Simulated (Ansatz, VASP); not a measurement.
# In5Ga3As8 (random alloy of the zinc-blende GaAs-InAs line, x = 0.625) in two plane-wave programs, part 2 of 2

Wanted: the spread between two codes on one cell, functional and k mesh. Of the first pair: The structure shown is the start of the Ansatz relaxation below; VASP solves that cell, so the two are compared at the walk's first step.

VASP 6.6.1 and Ansatz 0.2.0.

So far: Starting point; Ansatz: relaxation, revPBE.

## Step 3: VASP: single point, revPBE, start cell, pair 1

Level of this step: revPBE; plane waves and PAW (In_d, As, Ga_d) (VASP).

The same cell, functional, mesh and smearing now go to VASP, with its own data sets.

Lines of VASP's logs that name or quote its potential files are left out, and so is its time.

Contents of INCAR:

```
SYSTEM = In5Ga3As8
PREC = Accurate
ENCUT = 400
EDIFF = 1E-06
NELM = 120
ISMEAR = 0
SIGMA = 0.025
LREAL = Auto
ALGO = Normal
GGA = RE
NBANDS = 336
LORBIT = 11
LWAVE = .FALSE.
LCHARG = .FALSE.
ISIF = 2
LASPH = .TRUE.
GGA_COMPAT = .FALSE.
EFERMI = MIDGAP
NCORE = 2
```

Contents of POSCAR:

```
In5Ga3As8
1.0
   12.0500000000      0.0000000000      0.0000000000
    0.0000000000     12.0500000000      0.0000000000
    0.0000000000      0.0000000000     12.0500000000
In As Ga
20 32 12
Direct
    0.9993112033      0.9999087137      0.9964481328
    0.0008298755      0.2479336100      0.2482406639
    0.2500663900      0.9981410788      0.2508879668
    0.2487634855      0.2500082988      0.9985394191
    0.9994439834      0.9996099585      0.4989377593
    0.9995518672      0.2537012448      0.7459585062
    0.2493029046      0.4997759336      0.2499336100
    0.9993692946      0.5001078838      0.4981825726
    0.0011535270      0.7466224066      0.7496929461
    0.4981161826      0.2507219917      0.2495020747
    0.7495435685      0.2491369295      0.9988381743
    0.5012531120      0.2483485477      0.7518423237
    0.7482406639      0.0009792531      0.7497012448
    0.7508298755      0.2502074689      0.4976514523
    0.5054439834      0.5016099585      0.0029792531
    0.5009958506      0.7500082988      0.2496182573
    0.7518589212      0.4995435685      0.2528879668
    0.7492199170      0.7479170124      0.0002074689
    0.7522240664      0.5004979253      0.7492531120
    0.7475933610      0.7494439834      0.5005975104
    0.1277178423      0.1220165975      0.1236016598
    0.1234937759      0.3759170124      0.3787966805
    0.3740082988      0.1249709544      0.3769460581
    0.3747385892      0.3754273859      0.1233609959
    0.1230290456      0.1226390041      0.6247468880
    0.1251867220      0.3756099585      0.8772614108
    0.3759004149      0.1244813278      0.8762821577
    0.3744398340      0.3760082988      0.6250788382
    0.1243734440      0.6243817427      0.1248796680
    0.1258423237      0.8753609959      0.3719170124
    0.3755435685      0.6216099585      0.3750788382
    0.3762240664      0.8739170124      0.1263983402
    0.1276265560      0.6205892116      0.6248464730
    0.1248713693      0.8763734440      0.8770705394
    0.3770207469      0.6242323651      0.8755767635
    0.3773278008      0.8721161826      0.6267302905
    0.6211120332      0.1269294606      0.1256431535
    0.6292863071      0.3780497925      0.3757261411
    0.8740663900      0.1235020747      0.3740165975
    0.8734605809      0.3792282158      0.1225477178
    0.6257012448      0.1263319502      0.6271037344
    0.6220663900      0.3748132780      0.8741659751
    0.8766887967      0.1225394191      0.8763983402
    0.8745809129      0.3724315353      0.6215435685
    0.6242904564      0.6261576763      0.1261576763
    0.6215601660      0.8760082988      0.3757012448
    0.8742572614      0.6229211618      0.3765560166
    0.8762572614      0.8754024896      0.1258340249
    0.6217012448      0.6256099585      0.6262821577
    0.6244813278      0.8740082988      0.8769128631
    0.8758506224      0.6263817427      0.8760497925
    0.8760331950      0.8765892116      0.6262572614
    0.2508298755      0.9985975104      0.7500000000
    0.2468962656      0.2528713693      0.5024398340
    0.9986224066      0.5001493776      0.0016597510
    0.0007219917      0.7521161826      0.2489460581
    0.2488796680      0.7476099585      0.0008713693
    0.2493278008      0.4977012448      0.7522738589
    0.2506307054      0.7509377593      0.5003402490
    0.5006307054      0.9996431535      0.0019502075
    0.7488132780      0.9990290456      0.2494605809
    0.4982987552      0.0007219917      0.4994605809
    0.5068215768      0.5013609959      0.5025394191
    0.4994024896      0.7485477178      0.7506639004
```

Contents of KPOINTS:

```
Automatic mesh
0
Gamma
1 1 1
0 0 0
```

Potentials, in the order of the species: In_d, As and Ga_d (PBE family, release 64).

On the command line:

```bash
> mpirun -np 8 vasp_gam
```

Numbers of over 12 decimals in the logs are rounded to 6 here.

Log:

```text
[banner, memory and clock lines left out]
running    8 mpi-ranks, on    1 nodes
[...]
|                                                                             |
|               ----> ADVICE to this user running VASP <----                  |
|                                                                             |
|     You enforced a specific xc type in the INCAR file but a different       |
|     [... a line on the potential file left out ...]
|     I HOPE YOU KNOW WHAT YOU ARE DOING!                                     |
|                                                                             |

 LDA part: xc-table for (Slater+PW92), standard interpolation
 POSCAR, INCAR and KPOINTS ok, starting setup
[...]
entering main loop
       N       E                     dE             d eps       ncg     rms          rms(c)
DAV:   1     0.879295849936E+04    0.87930E+04   -0.20740E+05   704   0.207E+03
DAV:   2     0.213131727195E+04   -0.66616E+04   -0.64806E+04   672   0.620E+02
DAV:   3     0.134173141330E+03   -0.19971E+04   -0.18939E+04   792   0.267E+02
DAV:   4    -0.199274500879E+03   -0.33345E+03   -0.30502E+03   800   0.100E+02
[...]
DAV:  16    -0.227022755970E+03   -0.14383E-04   -0.72592E-05   872   0.250E-02    0.101E-02
DAV:  17    -0.227022759126E+03   -0.31558E-05   -0.16785E-05   760   0.123E-02    0.124E-02
DAV:  18    -0.227022758505E+03    0.62084E-06   -0.29736E-06   520   0.109E-02
   1 F= -.22702276E+03 E0= -.22700451E+03  d E =-.365036E-01
```

OUTCAR, selected parts (step 3):

```text
  Total       29.9719328     30.0321818     30.2621837     -2.3376661      0.7159091     -0.0638908
  in kB       27.4450605     27.5002300     27.7108409     -2.1405823      0.6555522     -0.0585043
  external PRESSURE =      27.5520438 kB  Pullay stress =       0.0000000 kB

 POSITION                                       TOTAL-FORCE (eV/Angst)
 -----------------------------------------------------------------------------------
     12.04170     12.04890     12.00720         0.146245     -0.072596      0.501601
      0.01000      2.98760      2.99130        -0.014533      0.217246     -0.105884
      3.01330     12.02760      3.02320         0.317087      0.171097     -0.156000
      2.99760      3.01260     12.03240         0.216924     -0.087101      0.098695
     12.04330     12.04530      6.01220         0.055121     -0.141999     -0.149229
     12.04460      3.05710      8.98880         0.151869     -0.334931      0.431700
      3.00410      6.02230      3.01170         0.006665     -0.154178      0.032223
     12.04240      6.02630      6.00310         0.015118      0.064702      0.308791
      0.01390      8.99680      9.03380         0.254237      0.267678     -0.117584
      6.00230      3.02120      3.00650         0.016977      0.226256      0.366372
      9.03200      3.00210     12.03600        -0.007286      0.033660     -0.016597
      6.04010      2.99260      9.05970        -0.409400      0.124593     -0.270300
      9.01630      0.01180      9.03390         0.114590     -0.195629      0.173907
      9.04750      3.01500      5.99670        -0.180881     -0.290101      0.019028
[...]
-----------------------------------------------------------------------------------
    total drift:                                0.041636      0.035812      0.044306

  FREE ENERGIE OF THE ION-ELECTRON SYSTEM (eV)
  ---------------------------------------------------
  free  energy   TOTEN  =      -227.0227585051 eV

  energy  without entropy=     -226.9862549085  energy(sigma->0) =     -227.00450671

[... 2 further parts left out ...]
```

The run ends at a pressure of 2.76 GPa, with forces up to 1.4 eV/Å.

## Step 4: Side by side

Known differences besides the potentials themselves: the data sets hold 896 valence electrons in Ansatz (on its default PAW (the set named soft_2) files) and 576 in VASP; the cutoff is 420 eV in Ansatz and 400 eV in VASP (PREC = Accurate, projectors in real space); Ansatz makes its cores anew for this functional, VASP keeps those of its PBE data sets. Total energies have different zeros and are not compared.

Forces on 10 of the 64 atoms, those with the largest forces and the largest differences (eV/Å; atoms numbered as in POSCAR):

```tsv
atom	Ansatz x, y, z	VASP x, y, z
As25	1.298, 0.175, 0.141	1.300, 0.177, 0.140
As30	-0.231, -1.326, 0.456	-0.228, -1.322, 0.463
As31	0.170, 0.249, 1.232	0.170, 0.246, 1.229
As32	-0.165, 0.035, -1.271	-0.164, 0.030, -1.270
As34	1.238, -0.418, -0.306	1.234, -0.421, -0.308
As37	0.383, -1.305, -0.048	0.382, -1.297, -0.047
As38	-1.124, 0.146, 0.518	-1.124, 0.147, 0.508
As42	0.493, 0.132, 0.068	0.503, 0.130, 0.065
As45	0.453, -0.112, 0.329	0.449, -0.106, 0.337
As47	0.611, 1.088, -0.584	0.610, 1.087, -0.585
```

The forces differ by 3.1 meV/Å r.m.s., which is 0.7 % of the r.m.s. force of 0.437 eV/Å (both taken over all components).

## Step 5: Ansatz: relaxation, revPBE

This run makes the geometry at which the two programs are then compared. The cell compared in this pair holds 1819.47 Å³, against 1749.69 Å³ for the pair before.

The structure compared here is the end of the Ansatz relaxation.

This is the run of step 2 again, met here at its other cell.

## Step 6: VASP: single point, revPBE, relaxed cell, pair 2

The same cell, functional, mesh and smearing now go to VASP, with its own data sets.

INCAR: that of step 3 with these lines changed.

```diff
@@ -2,3 +2,3 @@
 PREC = Accurate
-ENCUT = 400
+ENCUT = 500
 EDIFF = 1E-06
```

Contents of POSCAR:

```
In5Ga3As8
1.0
   12.1933740000     -0.0495140000      0.0770860000
   -0.0495140000     12.2451330000      0.0504710000
    0.0770860000      0.0504710000     12.1867920000
In As Ga
20 32 12
Direct
    0.0025700000      0.9961100000      0.0011200000
    0.0010000000      0.2512100000      0.2500600000
    0.2532100000      0.9960700000      0.2524500000
    0.2508700000      0.2515400000      0.9944800000
    0.0051600000      0.9986300000      0.4977400000
    0.0075100000      0.2529900000      0.7497800000
    0.2481400000      0.5049700000      0.2515400000
    0.0070100000      0.5018500000      0.4994400000
    0.0082400000      0.7492200000      0.7519800000
    0.5015800000      0.2465300000      0.2533700000
    0.7516400000      0.2481600000      0.0024900000
    0.4941300000      0.2492100000      0.7460100000
    0.7455300000      0.9975800000      0.7498700000
    0.7456300000      0.2503200000      0.4967300000
    0.4954100000      0.5046100000      0.9947500000
    0.4977700000      0.7552000000      0.2513600000
    0.7539400000      0.5021200000      0.2501200000
    0.7504500000      0.7528500000      0.0020800000
    0.7477700000      0.5033300000      0.7492000000
    0.7466400000      0.7522500000      0.4979700000
    0.1261800000      0.1224500000      0.1274100000
    0.1322100000      0.3639800000      0.3834300000
    0.3731700000      0.1221100000      0.3895200000
    0.3737800000      0.3730500000      0.1273400000
    0.1388300000      0.1223800000      0.6271500000
    0.1275200000      0.3901800000      0.8742500000
    0.3741400000      0.1110700000      0.8752600000
    0.3674600000      0.3811300000      0.6226900000
    0.1217000000      0.6335400000      0.1189500000
    0.1273800000      0.8583900000      0.3767200000
    0.3735800000      0.6264000000      0.3873200000
    0.3728200000      0.8717300000      0.1133200000
    0.1377500000      0.6249000000      0.6253300000
    0.1378300000      0.8758800000      0.8740600000
    0.3670500000      0.6310900000      0.8677800000
    0.3746100000      0.8740600000      0.6235700000
    0.6225000000      0.1094000000      0.1246800000
    0.6156400000      0.3841500000      0.3825700000
    0.8671100000      0.1173600000      0.3694700000
    0.8834700000      0.3813900000      0.1189200000
    0.6155300000      0.1164700000      0.6203300000
    0.6212700000      0.3704600000      0.8759600000
    0.8757900000      0.1214300000      0.8745200000
    0.8739000000      0.3732200000      0.6245600000
    0.6209000000      0.6232200000      0.1278200000
    0.6212800000      0.8870300000      0.3762500000
    0.8825900000      0.6304600000      0.3713400000
    0.8743700000      0.8731500000      0.1397100000
    0.6103800000      0.6267000000      0.6271700000
    0.6108200000      0.8692900000      0.8748700000
    0.8795300000      0.6201600000      0.8817300000
    0.8757800000      0.8710600000      0.6280900000
    0.2573500000      0.9973500000      0.7467900000
    0.2552000000      0.2499700000      0.5051900000
    0.0059200000      0.5070600000      0.9991700000
    0.0038600000      0.7506600000      0.2481100000
    0.2507000000      0.7518100000      0.9943200000
    0.2525800000      0.5056400000      0.7473500000
    0.2548800000      0.7507000000      0.5027100000
    0.4984800000      0.9951700000      0.9967900000
    0.7480900000      0.9990200000      0.2488100000
    0.4966100000      0.9995600000      0.5008400000
    0.4942400000      0.5047100000      0.5044900000
    0.4927200000      0.7523700000      0.7468200000
```

KPOINTS is that of step 3.

On the command line:

```bash
> mpirun -np 8 vasp_gam
```

Log:

```text
[banner, memory and clock lines left out]
running    8 mpi-ranks, on    1 nodes
[...]
[... a notice as in an earlier step ...]

 LDA part: xc-table for (Slater+PW92), standard interpolation
 POSCAR, INCAR and KPOINTS ok, starting setup
[...]
entering main loop
       N       E                     dE             d eps       ncg     rms          rms(c)
DAV:   1     0.944754898284E+04    0.94475E+04   -0.23751E+05   704   0.233E+03
DAV:   2     0.235200104319E+04   -0.70955E+04   -0.68977E+04   672   0.695E+02
DAV:   3     0.173243317196E+03   -0.21788E+04   -0.20717E+04   800   0.290E+02
DAV:   4    -0.196262040875E+03   -0.36951E+03   -0.34000E+03   784   0.109E+02
[...]
DAV:  17    -0.230063998267E+03   -0.26283E-05   -0.10164E-05   600   0.172E-02    0.309E-03
DAV:  18    -0.230063999892E+03   -0.16246E-05   -0.43217E-06   552   0.127E-02    0.696E-03
DAV:  19    -0.230063999867E+03    0.24600E-07   -0.27822E-06   512   0.417E-03
   1 F= -.23006400E+03 E0= -.23006398E+03  d E =-.490393E-04
```

OUTCAR, selected parts (step 6):

```text
  Total        0.6015167      0.6797706      0.4315890      0.0650972     -0.0349217     -0.1553329
  in kB        0.5296799      0.5985883      0.3800460      0.0573229     -0.0307511     -0.1367821
  external PRESSURE =       0.5027714 kB  Pullay stress =       0.0000000 kB

 POSITION                                       TOTAL-FORCE (eV/Angst)
 -----------------------------------------------------------------------------------
     -0.01790     12.19743      0.06412        -0.010445     -0.009939      0.018167
      0.01903      3.08867      3.06019        -0.019474     -0.002216      0.008535
      3.05763     12.19721      3.14635        -0.010051     -0.005861      0.004909
      3.12316      3.11791     12.15155         0.001483     -0.004432      0.002286
      0.05184     12.25322      6.11665         0.003297     -0.006678      0.006460
      0.13684      3.13537      9.15076         0.000722     -0.005080      0.005770
      3.02005      6.18383      3.11008        -0.003367     -0.005955      0.002345
      0.09913      6.17008      6.11244        -0.014871      0.000068      0.005784
      0.12134      9.21184      9.20267        -0.009851     -0.009284      0.008992
      6.12328      3.00675      3.13887         0.002503     -0.002906     -0.003596
      9.15293      3.00166      0.10081        -0.006633     -0.004051      0.004577
      6.07028      3.06480      9.14214        -0.013535     -0.010172      0.009289
      9.09894     12.21643      9.24633        -0.005494     -0.006027      0.009736
      9.11764      3.05335      6.12366        -0.010736     -0.005911      0.008107
[...]
-----------------------------------------------------------------------------------
    total drift:                                0.018231      0.016244     -0.008819

  FREE ENERGIE OF THE ION-ELECTRON SYSTEM (eV)
  ---------------------------------------------------
  free  energy   TOTEN  =      -230.0639998673 eV

  energy  without entropy=     -230.0639508280  energy(sigma->0) =     -230.06397535

[... 1 part as in an earlier step ...]

[... 1 further part left out ...]
```

The run ends at a pressure of 0.05 GPa, with forces up to 0.023 eV/Å.

## Step 7: Differences

What differs besides the data sets and the points named for the pairs above, as far as they apply: the data sets hold 896 valence electrons in Ansatz (on its default PAW (the set named soft_2) files) and 576 in VASP; the cutoff is 420 eV in Ansatz and 500 eV in VASP (PREC = Accurate, projectors in real space). Total energies have different zeros and are not compared.

The two programs side by side:

```tsv
quantity	Ansatz	VASP	difference
pressure (GPa)	-0.01	0.05	-0.06
gap on the k mesh (eV)	0.126	0.126	0.000
```

The largest component of a force difference here is 10 meV/Å. A gap on the mesh is an upper bound, since the band edges may lie between its points.

## Step 8: Outcome

| Item | Value |
| --- | --- |
| r.m.s. force difference (single point, revPBE, start cell, pair 1) | 0.70 % of the r.m.s. force |
| difference in gap on the k mesh (single point, revPBE, relaxed cell, pair 2) | 6.0e-5 eV |

The r.m.s. force difference is 0.70 % of the r.m.s. force (single point, revPBE, start cell, pair 1), within the 3 % picked in this series as the mark of a large difference. The data sets hold unlike numbers of valence electrons (896 in Ansatz and 576 in VASP), so part of the differences may come from the potentials. Such differences can come from data sets, numerical settings and the points named under the comparisons, not from the functional's error against experiment.

[Lines on the potential files, build, host, timing and source positions are cut from VASP's logs without a mark.]

[Logs are printed without paths, hosts, clocks, repeated set-up lines and the standing remarks that a program may print on its own settings, such as how far it seeks lower states.]

[Hosts, paths, dates, database ids (printed as entryN), source tags and the programs' standing remarks are cut or masked in the printed files.]
